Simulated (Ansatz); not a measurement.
# CO on Pd (Palladium) (111)

This session takes Pd (Palladium) and sets out to find where and how strongly CO adsorbs.

Program: Ansatz 0.2.0. Level of theory: DFT PBE+D3(BJ), scalar-relativistic, plane waves, PAW. These are calculated values, not measurements.

2 further runs of the same task are left out: 2 set aside as unsound or not needed.

**1. Starting point**

The structure is trigonal, space group P3m1 (No. 156). The conventional cell has a = 2.750 Å, b = 2.750 Å, c = 23.737 Å, α = 90.00°, β = 90.00°, γ = 120.00°. Pd (site symmetry 3m) has 9 Pd at 2.75 Å as nearest neighbours. Around Pd (site symmetry 3m) lie 12 Pd at 2.75 Å. Pd (site symmetry 3m) is surrounded by 12 Pd at 2.75 to 2.77 Å. Around Pd (site symmetry 3m) lie 9 Pd at 2.75 to 2.77 Å.

Coordinates:

```cif
data_structure
_symmetry_space_group_name_H-M 'P 1'
_symmetry_Int_Tables_number 1
_cell_length_a 4.7636
_cell_length_b 4.7636
_cell_length_c 23.7368
_cell_angle_alpha 90.000
_cell_angle_beta 90.000
_cell_angle_gamma 120.000
_cell_volume 466.47
loop_
_atom_site_label
_atom_site_type_symbol
_atom_site_fract_x
_atom_site_fract_y
_atom_site_fract_z
_atom_site_occupancy
Pd1 Pd 0.00000 0.33333 0.35809 1
Pd2 Pd 0.33333 0.00000 0.35809 1
Pd3 Pd 0.66667 0.66667 0.35809 1
Pd4 Pd 0.33333 0.33333 0.45270 1
Pd5 Pd 0.66667 0.00000 0.45270 1
Pd6 Pd 0.00000 0.66667 0.45270 1
Pd7 Pd 0.66667 0.33333 0.54720 1
Pd8 Pd 0.00000 0.00000 0.54720 1
Pd9 Pd 0.33333 0.66667 0.54720 1
Pd10 Pd 0.00000 0.33333 0.64296 1
Pd11 Pd 0.33333 0.00000 0.64296 1
Pd12 Pd 0.66667 0.66667 0.64296 1
```

Planes are indexed in the bulk's conventional cell (Fm-3m (No. 225)), a = 3.889 Å, b = 3.889 Å, c = 3.889 Å, α = 90.00°, β = 90.00°, γ = 90.00°.

It is a (111) slab, 6.7 Å thick as cut, with 17 Å of vacuum; its outer planes are Pd (top) and Pd (bottom). An earlier relaxation, lower half held, gave -83676.8360 eV, work function 5.29 eV.

**2. CO put at a top (Pd) site**

input.yaml

```yaml
crystal:
  lattice:
    - [4.7636115134, 0.0, 0.0]
    - [-2.3818057567, 4.1254085844, 0.0]
    - [0.0, 0.0, 26.8867640081]
  atoms:
    - { symbol: Pd, position: [0.0, 0.3333333333, 0.3161406854] }
    - { symbol: Pd, position: [0.3333333333, 0.0, 0.3161406854] }
    - { symbol: Pd, position: [0.6666666667, 0.6666666667, 0.3161406854] }
    - { symbol: Pd, position: [0.3333333333, 0.3333333333, 0.3996608889] }
    - { symbol: Pd, position: [0.6666666667, 0.0, 0.3996608889] }
    - { symbol: Pd, position: [0.0, 0.6666666667, 0.3996608889] }
    - { symbol: Pd, position: [0.6666666667, 0.3333333333, 0.4830897128] }
    - { symbol: Pd, position: [0.0, 0.0, 0.4830897128] }
    - { symbol: Pd, position: [0.3333333333, 0.6666666667, 0.4830897128] }
    - { symbol: Pd, position: [0.0, 0.3333333333, 0.5676289957] }
    - { symbol: Pd, position: [0.3333333333, 0.0, 0.5676289957] }
    - { symbol: Pd, position: [0.6666666667, 0.6666666667, 0.5676289957] }
    - { symbol: C, position: [0.0, 0.3333333333, 0.6494536437] }
    - { symbol: O, position: [0.0, 0.3333333333, 0.6922256187] }
basis:
  ecutwfc: 420
kpoints:
  mp_grid: { grid: [6, 6, 1] }
hamiltonian:
  xc: pbe
  dispersion: d3bj
scf:
  occupations: { method: gaussian, width: 0.1 }
output:
  forces: true
  eigenvalues: true
  write_density: true
  write_potential: true
  elf: true
  volumetric_format: npy
relax:
  adjacent_minimum: "off"
  f_tol: 0.03
  max_steps: 70
  constraints: [{ sites: [0, 1, 2, 3, 4, 5] }]
efield:
  axis: 3
  dipole_correction: true
```

On the command line:

```bash
> ansatz run input.yaml --threads 4 --pin off --max-ram 10240MiB --backend cpu --events-out ev --progress --plain --runs-dir out
```

The session goes on with these runs: CO at the hollow (nearest Pd) site; CO at the bridge (Pd-Pd) site.

Q: Predict the outcome of this session. Wanted: CO: lowest end.

The runs gave:

```
      quantity                                                                      value
CO: lowest end  E_ads -2.24 eV, from the hollow (nearest Pd) start, 3 bonded, 1.32 Å high
```

**Reading.** CO binds with 2.24 eV at best, a strong chemical bond; the ends span 0.55 eV. It raises the work function by 1.17 eV, as a dipole layer with its negative end outwards does. A start on a symmetric site keeps its symmetry, so an end may be a saddle point and not a minimum.
